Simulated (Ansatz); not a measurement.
# SnSe (wurtzite type): the cost of one run

Program: Ansatz 0.2.0. Level of theory: DFT PBE, with the methods named in each step. These are calculated values, not measurements.

## 1. Starting point

It takes space group P6_3mc (No. 186, hexagonal). The conventional cell has a = 4.325 Å, b = 4.325 Å, c = 7.049 Å, α = 90.00°, β = 90.00°, γ = 120.00°. Around Sn (site symmetry 3m) lie 4 Se at 2.65 Å. Around Se (site symmetry 3m) lie 4 Sn at 2.65 Å.

Coordinates:

```cif
data_structure
_symmetry_space_group_name_H-M 'P6_3mc'
_symmetry_Int_Tables_number 186
_cell_length_a 4.3247
_cell_length_b 4.3247
_cell_length_c 7.0492
_cell_angle_alpha 90.000
_cell_angle_beta 90.000
_cell_angle_gamma 120.000
_cell_volume 114.18
loop_
_atom_site_label
_atom_site_type_symbol
_atom_site_symmetry_multiplicity
_atom_site_Wyckoff_symbol
_atom_site_fract_x
_atom_site_fract_y
_atom_site_fract_z
_atom_site_occupancy
Sn1 Sn 2 b 0.33333 0.66667 0.00000 1
Se1 Se 2 b 0.33333 0.66667 0.37600 1
```

The file gives the conventional cell by its symmetry; the runs use the cell typed in the input.

Whether this phase is the stable one at these pressures isn't tested.

Atoms are numbered in the order of the input: Sn1, Sn2, Se3, Se4.

## 2. Cell relaxed at zero pressure, PAW

Contents of input.yaml:

```yaml
crystal:
  lattice:
    - [4.3246508599, 0.0, 0.0]
    - [-2.1623254299, 3.7452575071, 0.0]
    - [0.0, 0.0, 7.0491809016]
  atoms:
    - { symbol: Sn, position: [0.3333333333, 0.6666666667, 0.0] }
    - { symbol: Sn, position: [0.6666666667, 0.3333333333, 0.5] }
    - { symbol: Se, position: [0.3333333333, 0.6666666667, 0.376] }
    - { symbol: Se, position: [0.6666666667, 0.3333333333, 0.876] }
kpoints:
  mp_grid: { grid: [9, 9, 5] }
scf:
  occupations: { method: fermi_dirac, width: 0.08 }
hamiltonian:
  xc: pbe
  pseudopotentials: { kind: paw }
output:
  forces: true
  stress: true
  write_density: true
  write_potential: true
  elf: true
  volumetric_format: npy
relax:
  f_tol: 0.005
  max_steps: 40
  cell: {}
```

Run with:

```bash
> ansatz run input.yaml --threads 1 --pin off --max-ram 3072MiB --backend cpu --events-out ev --progress --plain --runs-dir out
```

**Question.** How long does this run take on 1 thread of Intel Xeon 6975P-C (Granite Rapids), shared host, and how much memory does it need?

About 2.2 min, with a peak of 0.5 GiB.
